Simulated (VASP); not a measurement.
# ZnAu (Pm-3m) in VASP: notebook

One crystal, ZnAu, is run at these levels: PBE; tasks: single point.

Program: VASP 6.6.1. These are calculated values, not measurements. Logs are shortened: lines on timing, memory, paths and dates and some standing lists are left out, and cuts for length are marked.

### Step 1. The crystal as given

Symmetry: Pm-3m, No. 221, cubic system. Conventional cell: a = 3.147 Å, b = 3.147 Å, c = 3.147 Å, α = 90.00°, β = 90.00°, γ = 90.00°. Around Au (site symmetry m-3m) lie 8 Zn at 2.73 Å. Zn (site symmetry m-3m) has 8 Au at 2.73 Å as nearest neighbours.

### Step 2. Single point, PBE

Contents of INCAR:

```
SYSTEM = ZnAu
PREC     = Accurate       ! precision mode
ENCUT    = 500            ! plane-wave cutoff, eV
EDIFF    = 1E-6           ! SCF threshold, eV
ISMEAR   = 0              ! smearing method
SIGMA    = 0.2            ! smearing width, eV
LREAL    = .FALSE.        ! projectors in reciprocal space
LASPH    = .TRUE.         ! aspherical terms in the spheres
NELM     = 100            ! most SCF steps
ALGO     = Normal         ! electronic algorithm
ISIF     = 2              ! what is computed and relaxed
LWAVE    = .FALSE.        ! write WAVECAR
LCHARG   = .FALSE.        ! write CHGCAR
GGA      = PE             ! functional
NBANDS   = 18             ! bands
ADDGRID  = .FALSE.
```

Contents of KPOINTS:

```
regular mesh
0
G
  15 15 15
  0 0 0
```

Contents of POSCAR:

```
ZnAu
1.0
    3.1470000000      0.0000000000      0.0000000000
    0.0000000000      3.1470000000      0.0000000000
    0.0000000000      0.0000000000      3.1470000000
Au Zn
1 1
Direct
    0.0000000000      0.0000000000      0.0000000000
    0.5000000000      0.5000000000      0.5000000000
```

Potentials or basis: VASP PAW PBE potentials, release 64 (Au, Zn).

Command:

```
cat potpaw_PBE.64/Au/POTCAR potpaw_PBE.64/Zn/POTCAR > POTCAR
mpirun -np 1 vasp_std > vasp.out
```

OUTCAR:

```text
SYSTEM = ZnAu
   PREC = Accurate
   ENCUT = 500
   EDIFF = 1E-6
   ISMEAR = 0
   LREAL = .FALSE.
   LASPH = .TRUE.
   NELM = 100
   ISIF = 2
   GGA = PE

 Found    120 irreducible k-points:

 Following reciprocal coordinates:
            Coordinates               Weight
  0.000000  0.000000  0.000000      1.000000
  0.066667  0.000000  0.000000      6.000000
  0.133333  0.000000  0.000000      6.000000
  0.200000  0.000000  0.000000      6.000000
  0.266667  0.000000  0.000000      6.000000
  0.333333  0.000000  0.000000      6.000000
   k-points           NKPTS =    120   k-points in BZ     NKDIM =    120   number of bands    NBANDS=     18
   number of dos      NEDOS =    301   number of ions     NIONS =      2
   total plane-waves  NPLWV =  13824
   dimension x,y,z NGX =    24 NGY =   24 NGZ =   24
   dimension x,y,z NGXF=    48 NGYF=   48 NGZF=   48
   ions per type =               1   1
   NGX,Y,Z   is equivalent  to a cutoff of  12.68, 12.68, 12.68 a.u.
   NGXF,Y,Z  is equivalent  to a cutoff of  25.36, 25.36, 25.36 a.u.
 SYSTEM =  ZnAu
   PREC   = accura    normal or accurate (medium, high low for compatibility)
   ISTART =      0    job   : 0-new  1-cont  2-samecut
   ICHARG =      2    charge: 1-file 2-atom 10-const
   ISPIN  =      1    spin polarized calculation?
   LNONCOLLINEAR =      F non collinear calculations
   LSORBIT =      F    spin-orbit coupling
   LASPH  =      T    aspherical Exc in radial PAW
   ENCUT  =  500.0 eV  36.75 Ry    6.06 a.u.   5.74  5.74  5.74*2*pi/ulx,y,z
   NELM   =    100;   NELMIN=  2; NELMDL= -5     # of ELM steps
   EDIFF  = 0.1E-05   stopping-criterion for ELM
   LREAL  =      F    real-space projection
   EDIFFG = 0.1E-04   stopping-criterion for IOM
   NSW    =      0    number of steps for IOM
   IBRION =     -1    ionic relax: 0-MD 1-quasi-New 2-CG
   NFREE  =      0    steps in history (QN), initial steepest desc. (CG)
   ISIF   =      2    stress and relaxation
   ISYM   =      2    0-nonsym 1-usesym 2-fastsym
   POTIM  = 0.5000    time-step for ionic-motion
   TEBEG  =    0.0;   TEEND  =   0.0 temperature during run
   PSTRESS=    0.0 pullay stress
   NELECT =      23.0000    total number of electrons
   NUPDOWN=      -1.0000    fix difference up-down
   EMIN   =  10.00;   EMAX   =-10.00  energy-range for DOS
   EFERMI =   0.00;   METHOD = LEGACY
   ISMEAR =     0;   SIGMA  =   0.20  broadening in eV -4-tet -1-fermi 0-gaus
   EFERMI_NEDOS =   21; number of points for ismear=-14 and -15
   IALGO  =     38    algorithm
   IMIX   =      4    mixing-type and parameters
     AMIX     =   0.40;   BMIX     =  1.00
     AMIX_MAG =   1.60;   BMIX_MAG =  1.00
  volume/ion in A,a.u.               =      15.58       105.16
  Fermi-wavevector in a.u.,A,eV,Ry     =   1.479406  2.795672 29.778283  2.188642
  Thomas-Fermi vector in A             =   2.593568
   LORBIT       =      0    0 simple, 1 ext, 2 COOP (PROOUT), +10 PAW based schemes
   GGA     = PE    functional components
   LHFCALC =     F    Hartree Fock is set to
   AEXX    =    0.0000 exact exchange contribution
   IVDW    =     0    specifies the selected vdW correction
   LEPSILON=     F    determine dielectric tensor
   LRPA    =     F    only Hartree local field effects (RPA)
 non-spin polarized calculation
 Gauss-broadening in eV      SIGMA  =   0.20
  energy-cutoff  :      500.00
  volume of cell :       31.17
 maximum number of plane-waves:       804
 NGX is ok and might be reduce to    24
   NGX = 11   NGY = 11   NGZ = 11

 number of electron      23.0000000 magnetization

 Free energy of the ion-electron system (eV)
  ---------------------------------------------------
  ext. energy  EPLUGINS =         0.00000000
  ---------------------------------------------------
  free energy    TOTEN  =        -4.73705931 eV

  energy without entropy =       -4.72855865  energy(sigma->0) =       -4.73280898

 E-fermi :   7.1003     XC(G=0): -12.3783

 val. band max:        7.0239044629   @ k =   0.4667   0.4667   0.2000
 cond. band min:       7.1640708439   @ k =   0.4667   0.4667   0.2667
 fundamental gap:      0.1401663811
 Fermi energy:         7.1003360778

 k-point     1 :       0.0000    0.0000    0.0000
  band No.  band energies     occupation
      1      -3.5228      2.00000
      2      -1.0314      2.00000
      3      -1.0314      2.00000
      4      -0.3398      2.00000
      5      -0.3398      2.00000
      6      -0.3398      2.00000
      7       1.6624      2.00000
      8       1.6624      2.00000
      9       3.3493      2.00000
     10       3.3493      2.00000
     11       3.3493      2.00000
     12      12.0951      0.00000
     13      12.0951      0.00000
     14      12.0951      0.00000
     15      15.9526      0.00000
     16      19.2284      0.00000
     17      19.2284      0.00000
     18      25.4020      0.00000

 k-point     2 :       0.0667    0.0000    0.0000
  band No.  band energies     occupation
      1      -3.4436      2.00000
      2      -1.0140      2.00000
      3      -1.0077      2.00000
      4      -0.3408      2.00000
      5      -0.3408      2.00000
      6      -0.3332      2.00000
      7       1.6496      2.00000
      8       1.6841      2.00000
      9       3.2889      2.00000
     10       3.2889      2.00000
     11       3.3429      2.00000
     12      11.4419      0.00000
     13      12.2444      0.00000
     14      12.2444      0.00000
     15      16.3718      0.00000
     16      19.1447      0.00000
     17      19.5904      0.00000
     18      25.3219      0.00000

 k-point     3 :       0.1333    0.0000    0.0000
  band No.  band energies     occupation
      1      -3.2091      2.00000
      2      -0.9638      2.00000
      3      -0.9412      2.00000
      4      -0.3432      2.00000
      5      -0.3432      2.00000
      6      -0.3144      2.00000
      7       1.6126      2.00000
      8       1.7458      2.00000
      9       3.1244      2.00000
     10       3.1244      2.00000
     11       3.3244      2.00000
     12      10.1074      0.00000
     13      12.6756      0.00000
     14      12.6756      0.00000
     15      16.9427      0.00000
     16      18.9133      0.00000
     17      20.7388      0.00000
     18      25.1371      0.00000

 k-point     4 :       0.2000    0.0000    0.0000
  band No.  band energies     occupation
      1      -2.8289      2.00000
      2      -0.8863      2.00000
      3      -0.8442      2.00000
      4      -0.3459      2.00000
      5      -0.3459      2.00000
      6      -0.2863      2.00000
      7       1.5546      2.00000
      8       1.8345      2.00000
      9       2.8967      2.00000
     10       2.8967      2.00000
     11       3.2968      2.00000
     12       8.6538      0.00000
     13      13.3478      0.00000
     14      13.3478      0.00000
     15      17.2761      0.00000
     16      18.5861      0.00000
     17      22.4633      0.00000
     18      24.4636      0.00000

 k-point     5 :       0.2667    0.0000    0.0000
  band No.  band energies     occupation
      1      -2.3216      2.00000
      2      -0.7916      2.00000
      3      -0.7346      2.00000
      4      -0.3475      2.00000
      5      -0.3475      2.00000
      6      -0.2535      2.00000
      7       1.4822      2.00000
      8       1.9213      2.00000
      9       2.6528      2.00000
     10       2.6528      2.00000
     11       3.2645      2.00000
     12       7.2771      0.21144
     13      14.2142      0.00000
     14      14.2142      0.00000
     15      17.5030      0.00000
     16      18.2294      0.00000
     17      23.0351      0.00000
     18      23.1892      0.00000

 k-point     6 :       0.3333    0.0000    0.0000
  band No.  band energies     occupation
      1      -1.7230      2.00000
      2      -0.6939      2.00000
      3      -0.6303      2.00000
      4      -0.3474      2.00000
      5      -0.3474      2.00000
      6      -0.2214      2.00000
      7       1.4058      2.00000
      8       1.9530      2.00000
      9       2.4336      2.00000
     10       2.4336      2.00000
     11       3.2330      2.00000
     12       6.0908      2.00000
     13      15.2343      0.00000
     14      15.2343      0.00000
     15      17.7394      0.00000
     16      17.9061      0.00000
     17      21.6696      0.00000
     18      21.7667      0.00000

 [... further k-points ...]

------------------------ aborting loop because EDIFF is reached ----------------------------------------

  FORCE on cell =-STRESS in cart. coord.  units (eV):
  Direction    XX          YY          ZZ          XY          YZ          ZX
  --------------------------------------------------------------------------------------
  -------------------------------------------------------------------------------------
  Total        0.9806810      0.9806810      0.9806810     -0.0000000      0.0000000     -0.0000000
  in kB       50.4136467     50.4136467     50.4136467     -0.0000000      0.0000000     -0.0000000
  external PRESSURE =      50.4136467 kB  Pullay stress =       0.0000000 kB

 VOLUME and BASIS-vectors are now :
 -----------------------------------------------------------------------------
  energy-cutoff  :      500.00
  volume of cell :       31.17
      direct lattice vectors                 reciprocal lattice vectors
     3.147000000  0.000000000  0.000000000     0.317762949  0.000000000  0.000000000
     0.000000000  3.147000000  0.000000000     0.000000000  0.317762949  0.000000000
     0.000000000  0.000000000  3.147000000     0.000000000  0.000000000  0.317762949

 POSITION                                       TOTAL-FORCE (eV/Angst)
 -----------------------------------------------------------------------------------
      0.00000      0.00000      0.00000         0.000000      0.000000      0.000000
      1.57350      1.57350      1.57350         0.000000      0.000000      0.000000
 -----------------------------------------------------------------------------------
    total drift:                                0.000000      0.000000     -0.000000

  FREE ENERGIE OF THE ION-ELECTRON SYSTEM (eV)
  ---------------------------------------------------
  free  energy   TOTEN  =        -4.7370593148 eV

  energy  without entropy=       -4.7285586508  energy(sigma->0) =       -4.73280898
```

It took 83 s on 1 thread of AMD EPYC, shared host; peak memory 0.16 GiB.

These settings aren't checked as converged: the numbers below hold their error.

What came out:

| Quantity | Value |
| --- | --- |
| Free energy | -4.7371 eV |
| Pressure | 5.0 GPa |
| Band gap on the k mesh | none (metal or under the smearing width) |

### Step 3. Single point, PBE

Edit INCAR of step 2 so:

```diff
@@ -1,3 +1,3 @@
 SYSTEM = ZnAu
-PREC     = Accurate       ! precision mode
+PREC     = Low            ! precision mode
 ENCUT    = 500            ! plane-wave cutoff, eV
```

KPOINTS is that of step 2.

POSCAR is that of step 2.

Potentials or basis: VASP PAW PBE potentials, release 64 (Au, Zn).

Command:

```
cat potpaw_PBE.64/Au/POTCAR potpaw_PBE.64/Zn/POTCAR > POTCAR
mpirun -np 1 vasp_std > vasp.out
```

Run time: 45 s. Hardware: 1 thread of AMD EPYC, shared host; peak memory 0.12 GiB.

These settings aren't checked as converged: the numbers below hold their error.

Results:

```yaml
Free_energy: -4.7445 eV
Pressure: 5.5 GPa
Band_gap_on_the_k_mesh: none (metal or under the smearing width)
```

### Step 4. Single point, PBE

Edit INCAR of step 3 so:

```diff
@@ -1,3 +1,3 @@
 SYSTEM = ZnAu
-PREC     = Low            ! precision mode
+PREC     = Normal         ! precision mode
 ENCUT    = 500            ! plane-wave cutoff, eV
```

KPOINTS is that of step 3.

POSCAR is that of step 3.

Potentials or basis: VASP PAW PBE potentials, release 64 (Au, Zn).

Command:

```
cat potpaw_PBE.64/Au/POTCAR potpaw_PBE.64/Zn/POTCAR > POTCAR
mpirun -np 1 vasp_std > vasp.out
```

OUTCAR:

```text
SYSTEM = ZnAu
   PREC = Normal
   ENCUT = 500
   EDIFF = 1E-6
   ISMEAR = 0
   LREAL = .FALSE.
   LASPH = .TRUE.
   NELM = 100
   ISIF = 2
   GGA = PE

 Found    120 irreducible k-points:

 Following reciprocal coordinates:
            Coordinates               Weight
  0.000000  0.000000  0.000000      1.000000
  0.066667  0.000000  0.000000      6.000000
  0.133333  0.000000  0.000000      6.000000
  0.200000  0.000000  0.000000      6.000000
  0.266667  0.000000  0.000000      6.000000
  0.333333  0.000000  0.000000      6.000000
   k-points           NKPTS =    120   k-points in BZ     NKDIM =    120   number of bands    NBANDS=     18
   number of dos      NEDOS =    301   number of ions     NIONS =      2
   total plane-waves  NPLWV =   5832
   dimension x,y,z NGX =    18 NGY =   18 NGZ =   18
   dimension x,y,z NGXF=    36 NGYF=   36 NGZF=   36
   ions per type =               1   1
   NGX,Y,Z   is equivalent  to a cutoff of   9.51,  9.51,  9.51 a.u.
   NGXF,Y,Z  is equivalent  to a cutoff of  19.02, 19.02, 19.02 a.u.
 SYSTEM =  ZnAu
   PREC   = normal    normal or accurate (medium, high low for compatibility)
   ISTART =      0    job   : 0-new  1-cont  2-samecut
   ICHARG =      2    charge: 1-file 2-atom 10-const
   ISPIN  =      1    spin polarized calculation?
[... 47 lines left out ...]
  ext. energy  EPLUGINS =         0.00000000
  ---------------------------------------------------
  free energy    TOTEN  =        -4.73696015 eV

  energy without entropy =       -4.72845954  energy(sigma->0) =       -4.73270984

 E-fermi :   7.1004     XC(G=0): -12.3783

 val. band max:        7.0239434289   @ k =   0.4667   0.4667   0.2000
 cond. band min:       7.1640991904   @ k =   0.4667   0.4667   0.2667
 fundamental gap:      0.1401557615
 Fermi energy:         7.1003668110

 k-point     1 :       0.0000    0.0000    0.0000
  band No.  band energies     occupation
      1      -3.5227      2.00000
      2      -1.0314      2.00000
      3      -1.0314      2.00000
      4      -0.3398      2.00000
      5      -0.3398      2.00000
      6      -0.3398      2.00000
[... 103 lines left out ...]
      5      -0.3475      2.00000
      6      -0.2214      2.00000
[... 10 lines left out ...]
     17      21.6696      0.00000
     18      21.7667      0.00000

 [... further k-points ...]
[... 5 lines left out ...]
  --------------------------------------------------------------------------------------
  -------------------------------------------------------------------------------------
  Total        0.9793906      0.9793906      0.9793906      0.0000000     -0.0000000      0.0000000
  in kB       50.3473125     50.3473125     50.3473125      0.0000000     -0.0000000      0.0000000
  external PRESSURE =      50.3473125 kB  Pullay stress =       0.0000000 kB

 VOLUME and BASIS-vectors are now :
 -----------------------------------------------------------------------------
  energy-cutoff  :      500.00
  volume of cell :       31.17
      direct lattice vectors                 reciprocal lattice vectors
     3.147000000  0.000000000  0.000000000     0.317762949  0.000000000  0.000000000
     0.000000000  3.147000000  0.000000000     0.000000000  0.317762949  0.000000000
     0.000000000  0.000000000  3.147000000     0.000000000  0.000000000  0.317762949

 POSITION                                       TOTAL-FORCE (eV/Angst)
 -----------------------------------------------------------------------------------
      0.00000      0.00000      0.00000         0.000000      0.000000      0.000000
      1.57350      1.57350      1.57350         0.000000      0.000000      0.000000
 -----------------------------------------------------------------------------------
    total drift:                                0.000000     -0.000000      0.000000

  FREE ENERGIE OF THE ION-ELECTRON SYSTEM (eV)
  ---------------------------------------------------
  free  energy   TOTEN  =        -4.7369601502 eV

  energy  without entropy=       -4.7284595355  energy(sigma->0) =       -4.73270984
```

OSZICAR:

```text
N       E                     dE             d eps       ncg     rms          rms(c)
DAV:   1     0.129780503872E+03    0.12978E+03   -0.11181E+04  4514   0.161E+03
DAV:   2     0.208134268993E+00   -0.12957E+03   -0.12339E+03  4384   0.310E+02
DAV:   3    -0.514562493697E+01   -0.53538E+01   -0.53078E+01  4848   0.681E+01
DAV:   4    -0.519189543703E+01   -0.46271E-01   -0.46245E-01  4734   0.555E+00
DAV:   5    -0.519239202177E+01   -0.49658E-03   -0.49658E-03  4620   0.628E-01    0.854E+00
DAV:   6    -0.477083363109E+01    0.42156E+00   -0.11960E+00  4672   0.120E+01    0.541E+00
DAV:   7    -0.474495773602E+01    0.25876E-01   -0.31192E-02  5642   0.367E+00    0.286E+00
DAV:   8    -0.473695196662E+01    0.80058E-02   -0.97342E-03  4528   0.101E+00    0.156E-01
DAV:   9    -0.473694865001E+01    0.33166E-05   -0.27643E-04  5106   0.298E-01    0.747E-02
DAV:  10    -0.473695932673E+01   -0.10677E-04   -0.42732E-05  4644   0.650E-02    0.187E-02
DAV:  11    -0.473696041301E+01   -0.10863E-05   -0.21495E-06  4246   0.190E-02    0.491E-03
DAV:  12    -0.473696015025E+01    0.26276E-06   -0.13109E-07  2348   0.964E-03
   1 F= -.47369602E+01 E0= -.47327098E+01  d E =-.850061E-02
```

It took 46 s on 1 thread of AMD EPYC, shared host; peak memory 0.14 GiB.

These settings aren't checked as converged: the numbers below hold their error.

Results:

```
Free energy            : -4.7370 eV
Pressure               : 5.0 GPa
Band gap on the k mesh : none (metal or under the smearing width)
```

### Step 5. Single point, PBE

Edit INCAR of step 4 so:

```diff
@@ -1,3 +1,3 @@
 SYSTEM = ZnAu
-PREC     = Normal         ! precision mode
+PREC     = Accurate       ! precision mode
 ENCUT    = 500            ! plane-wave cutoff, eV
@@ -6,3 +6,3 @@
 SIGMA    = 0.2            ! smearing width, eV
-LREAL    = .FALSE.        ! projectors in reciprocal space
+LREAL    = Auto         
 LASPH    = .TRUE.         ! aspherical terms in the spheres
```

KPOINTS is that of step 4.

POSCAR is that of step 4.

Command:

```
cat potpaw_PBE.64/Au/POTCAR potpaw_PBE.64/Zn/POTCAR > POTCAR
mpirun -np 1 vasp_std > vasp.out
```

Wall time 2.2 min (1 thread of AMD EPYC, shared host); peak memory 0.14 GiB.

These settings aren't checked as converged: the numbers below hold their error.

What came out:

```yaml
Free_energy: -4.7379 eV
Pressure: 5.1 GPa
Band_gap_on_the_k_mesh: none (metal or under the smearing width)
```

### Step 6. Single point, PBE

Edit INCAR of step 5 so:

```diff
@@ -3,6 +3,6 @@
 ENCUT    = 500            ! plane-wave cutoff, eV
-EDIFF    = 1E-6           ! SCF threshold, eV
+EDIFF    = 1E-4           ! SCF threshold, eV
 ISMEAR   = 0              ! smearing method
 SIGMA    = 0.2            ! smearing width, eV
-LREAL    = Auto         
+LREAL    = .FALSE.        ! projectors in reciprocal space
 LASPH    = .TRUE.         ! aspherical terms in the spheres
```

KPOINTS is that of step 5.

POSCAR is that of step 5.

Potentials or basis: VASP PAW PBE potentials, release 64 (Au, Zn).

Command:

```
cat potpaw_PBE.64/Au/POTCAR potpaw_PBE.64/Zn/POTCAR > POTCAR
mpirun -np 1 vasp_std > vasp.out
```

Wall time 56 s (1 thread of AMD EPYC, shared host); peak memory 0.16 GiB.

The run converged, but some of its settings lie outside the range that counts as converged, so its numbers aren't taken as properties of the crystal.

What came out:

```
Free energy            : -4.7370 eV
Pressure               : 4.6 GPa
Band gap on the k mesh : none (metal or under the smearing width)
```
